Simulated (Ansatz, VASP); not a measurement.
**Two plane-wave programs on Pt**

INCAR

```
SYSTEM = Pt
  ALGO = Normal
  EDIFF = 1E-7
  ENCUT = 520
  GGA = CA
  ISIF = 2
  ISMEAR = -1
  LASPH = .True.
  LCHARG = .False.
  LREAL = .False.
  LWAVE = .False.
  NBANDS = 11
  NELM = 80
  PREC = Accurate
  SIGMA = 0.1
```

File KPOINTS:

```
k-points
0
Gamma
  19 19 19
  0 0 0
```

File POSCAR:

```
Pt
1.0
   -1.4979140188      1.4979140188      1.4979140188
    1.4979140188     -1.4979140188      1.4979140188
    1.4979140188      1.4979140188     -1.4979140188
Pt
1
Direct
    0.0000000000      0.0000000000      0.0000000000
```

Input for Ansatz:

```yaml
crystal:
  lattice:
    - [-1.4979140188, 1.4979140188, 1.4979140188]
    - [1.4979140188, -1.4979140188, 1.4979140188]
    - [1.4979140188, 1.4979140188, -1.4979140188]
  atoms:
    - { symbol: Pt, position: [0.0, 0.0, 0.0] }
kpoints:
  mp_grid: { grid: [19, 19, 19] }
scf:
  occupations: { method: fermi_dirac, width: 0.1 }
hamiltonian:
  xc: lda
  pseudopotentials: { kind: paw }
output:
  forces: true
  stress: true
  eigenvalues: true
  populations: true
  write_density: true
  write_potential: true
  elf: true
  volumetric_format: npy
```

Change from the starting cell: volume scaled by 0.9, PAW files.

Alike in both runs: task single point; functional LDA; k mesh 19 × 19 × 19; occupations fermi-dirac, width 0.1 eV; no spin polarisation.

|  | VASP | Ansatz |
| --- | --- | --- |
| version | VASP 6.6.1 | Ansatz 0.2.0 |
| potentials or method | VASP PAW LDA potentials, release 64 (Pt) | PAW with Ansatz's default frozen-core files, scalar-relativistic |
| plane-wave cutoff (eV) | 520 | 420 |
| valence electrons in the cell | 10 | 18 |

|  | VASP | Ansatz | Ansatz less VASP |
| --- | --- | --- | --- |
| pressure (GPa) | 42.1 | 40.9 | -1.27 |

The two sets of potentials don't hold the same shells in valence.

Caveats: so large a pressure means that the cell lies far from this level's equilibrium, or that cutoff or potentials fall short (VASP). Spin-orbit coupling is left out, which matters for the levels of Pt.
